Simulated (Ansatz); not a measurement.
**TiAl: a strain scan**

Aim: for TiAl, see how energy and stress answer to the strain pattern (0, 0, 0, 1, 0, 0).

Method: DFT r2SCAN, scalar-relativistic, plane waves, PAW, in Ansatz 0.2.0.

1 further run of the same task is left out (set aside as unsound or not needed). Runs told in other sessions of the task aren't counted.

### Step 1. The system as given

The structure is cubic, space group Pm-3m (No. 221). Conventional cell: a = 3.171 Å, b = 3.171 Å, c = 3.171 Å, α = 90.00°, β = 90.00°, γ = 90.00°. Ti (site symmetry m-3m) has 8 Al at 2.75 Å in its first shell of neighbours. Around Al (site symmetry m-3m) lie 8 Ti at 2.75 Å.

Coordinates:

```xyz
2
Lattice="3.1713 0.0000 0.0000 0.0000 3.1713 0.0000 0.0000 0.0000 3.1713" Properties=species:S:1:pos:R:3 pbc="T T T"
Ti    0.0000    0.0000    0.0000
Al    1.5857    1.5857    1.5857
```

It goes back to an entry of the Materials Project, which need not be the stable form.

This cell was relaxed beforehand with the same method: volume 15.95 Å³/atom, gap on the mesh none (metal).

### Step 2. Zero of energy

Reference values: F = -3045.4175 eV; pressure 0.06 GPa; largest force 0.000 eV/Å; gap on the mesh none (metal). It was computed beforehand with the settings of the runs below.

### Step 3. Next: a strain scan

The cell is strained by ε times the Voigt pattern (0, 0, 0, 1, 0, 0) (xx, yy, zz, yz, xz, xy; engineering shear), with fractional coordinates fixed (clamped ions). The stress on the pattern is the sum of the stress components weighted by it, tension positive.

### Step 4. At ε = -0.0400

input.yaml reads:

```yaml
crystal:
  lattice:
    - [3.1713456452, 0.0, 0.0]
    - [0.0, 3.1713456452, -0.0634269129]
    - [0.0, -0.0634269129, 3.1713456452]
  atoms:
    - { symbol: Ti, position: [0.0, 0.0, 0.0] }
    - { symbol: Al, position: [0.5, 0.5, 0.5] }
basis:
  ecutwfc: 500
kpoints:
  mp_grid: { grid: [20, 20, 20] }
hamiltonian:
  xc: r2scan
scf:
  occupations: { method: gaussian, width: 0.15 }
output:
  forces: true
  stress: true
  eigenvalues: true
```

Launch:

```bash
ansatz run input.yaml --threads 1 --pin off --max-ram 2560MiB --backend cpu --events-out ev --progress --plain --runs-dir out
```

### Step 5. ε = 0.0300

input.yaml, as its differences from that of step 4:

```diff
@@ -3,4 +3,4 @@
     - [3.1713456452, 0.0, 0.0]
-    - [0.0, 3.1713456452, -0.0634269129]
-    - [0.0, -0.0634269129, 3.1713456452]
+    - [0.0, 3.1713456452, 0.0475701847]
+    - [0.0, 0.0475701847, 3.1713456452]
   atoms:
```

### Step 6. ε = -0.0200

input.yaml, as its differences from that of step 5:

```diff
@@ -3,4 +3,4 @@
     - [3.1713456452, 0.0, 0.0]
-    - [0.0, 3.1713456452, 0.0475701847]
-    - [0.0, 0.0475701847, 3.1713456452]
+    - [0.0, 3.1713456452, -0.0317134565]
+    - [0.0, -0.0317134565, 3.1713456452]
   atoms:
```

(Steps that only read results are left out.)

What does the calculation give? Wanted: slope of the stress at ε = 0, from the points at -0.0200, 0 and 0.0300.

**Answer**, as computed:

```
                                                              quantity   value
slope of the stress at ε = 0, from the points at -0.0200, 0 and 0.0300  80 GPa
```

What this shows: From the stress slope, C44 is about 80 GPa with the ions clamped; letting the atoms relax could not make it stiffer. The step is wide, so higher orders mix in. No sampled point lies below the undisturbed cell.
